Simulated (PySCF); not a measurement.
First hyperpolarisability: `C1=C[C@H]2C=C[C@@H]1C2`, C7H8

Molfile (atoms numbered from 1):
```
C7H8
     RDKit          3D

 15 16  0  0  0  0  0  0  0  0999 V2000
    1.3166    0.5361   -0.4681 C   0  0  0  0  0  0  0  0  0  0  0  0
    1.2241   -0.7956   -0.4061 C   0  0  0  0  0  0  0  0  0  0  0  0
   -0.1096   -1.1206    0.2802 C   0  0  2  0  0  0  0  0  0  0  0  0
   -1.2320   -0.6366   -0.6479 C   0  0  0  0  0  0  0  0  0  0  0  0
   -1.1394    0.6952   -0.7098 C   0  0  0  0  0  0  0  0  0  0  0  0
    0.0449    1.1038    0.1767 C   0  0  1  0  0  0  0  0  0  0  0  0
   -0.1337    0.0483    1.2950 C   0  0  0  0  0  0  0  0  0  0  0  0
    2.1000    1.1346   -0.9347 H   0  0  0  0  0  0  0  0  0  0  0  0
    1.9144   -1.5369   -0.8103 H   0  0  0  0  0  0  0  0  0  0  0  0
   -0.2142   -2.1410    0.6709 H   0  0  0  0  0  0  0  0  0  0  0  0
   -1.9196   -1.2885   -1.1879 H   0  0  0  0  0  0  0  0  0  0  0  0
   -1.7341    1.3830   -1.3122 H   0  0  0  0  0  0  0  0  0  0  0  0
    0.0844    2.1606    0.4706 H   0  0  0  0  0  0  0  0  0  0  0  0
   -1.0918    0.1396    1.8288 H   0  0  0  0  0  0  0  0  0  0  0  0
    0.7063    0.0231    2.0058 H   0  0  0  0  0  0  0  0  0  0  0  0
  1  2  2  0
  2  3  1  0
  3  4  1  0
  4  5  2  0
  5  6  1  0
  6  7  1  0
  6  1  1  0
  7  3  1  0
  1  8  1  0
  2  9  1  0
  3 10  1  1
  4 11  1  0
  5 12  1  0
  6 13  1  1
  7 14  1  0
  7 15  1  0
M  END
```

Method used: quadratic response CAM-B3LYP/aug-cc-pVDZ first hyperpolarisability, Taylor convention, gas phase (PySCF 2.14.0). Geometry: PBE0-D3(BJ)/def2-SVP.

Q: What is the first hyperpolarisability, and how does it disperse?

A: In 10⁻³⁰ esu, Taylor convention; the vector part is βᵢ = ⅓ Σⱼ (βᵢⱼⱼ + βⱼᵢⱼ + βⱼⱼᵢ); β∥ is 3/5 of the vector part along the dipole, the dipole points from − to +:
```
                   process  λ (nm)  β vector norm    β∥  β HRS  depolarisation ratio
           static β(0;0,0)       ∞           0.24  0.15   0.24                  1.80
second harmonic β(−2ω;ω,ω)    1907           0.25  0.15   0.25                  1.78
         Pockels β(−ω;ω,0)    1907           0.25  0.15      –                     –
second harmonic β(−2ω;ω,ω)    1064           0.27  0.16   0.29                  1.74
         Pockels β(−ω;ω,0)    1064           0.25  0.15      –                     –
```

Q: Which lowest excitations, dipole and polarisabilities go with it?

A: S1 5.11 eV (f = 0.000); S2 5.80 eV (f = 0.016); S3 6.01 eV (f = 0.026); dipole 0.06 D; isotropic α 73.9 au static, 74.1 au at 1907 nm, 74.6 au at 1064 nm, 74.7 au at 953.5 nm, 76.6 au at 532 nm.
